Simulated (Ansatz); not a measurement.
**NiSb under pressure: fit and missing row**

NiSb, P6_3/mmc, a = 3.976 Å, c = 5.157 Å. The structure is a COD entry; whether it is the stable form wasn't checked. Ansatz: PBE, PAW, 420 eV, Γ-centred 12×12×8 mesh on 4 atoms, Gaussian smearing 0.10 eV; no spin polarisation. Cell and atoms are relaxed at each pressure, and no other structure is tried, so the rows at high pressure may lie past a change of phase.

```tsv
V (Å³/atom)	P (GPa)
14.277	40.05
?	20.00
16.389	10.00
16.955	4.96
17.357	1.93
17.650	-0.03
17.987	-2.06
```

**Question.** Take V0 = 17.650 Å³/atom, count pressures from its P0 = -0.03 GPa, fit the third-order Birch–Murnaghan form to the other rows, and predict the missing volume.

**Answer.** With the Eulerian strain f = ½[(V0/V)^(2/3) − 1] and y = (P − P0)/[3f(1 + 2f)^(5/2)], the form is the line y = B0 + 1.5 B0 (B0′ − 4) f. Rows (f, y): 0.07594, 123.5; 0.02533, 116.7; 0.01357, 114.6; 0.00561, 113.3; -0.00626, 111.6. Means f = 0.02284, y = 115.94; Σ(Δf)² = 0.004055, ΣΔfΔy = 0.5875; the slope is their ratio. y = 112.6 + 144.9 f GPa, so B0 = 112.6 GPa and B0′ = 4 + 2 × (144.9)/(3 × 112.6) = 4.86. P = 20.00 GPa is met at f = 0.04515 (y = 119.14), so V = V0 (1 + 2f)^(−3/2) = 15.503 Å³/atom. The run gave 15.507 Å³/atom, so the fit is 0.004 Å³/atom too low, a small miss on the scale of the series.

The mesh isn't the same in all rows (12×12×8, 12×12×10).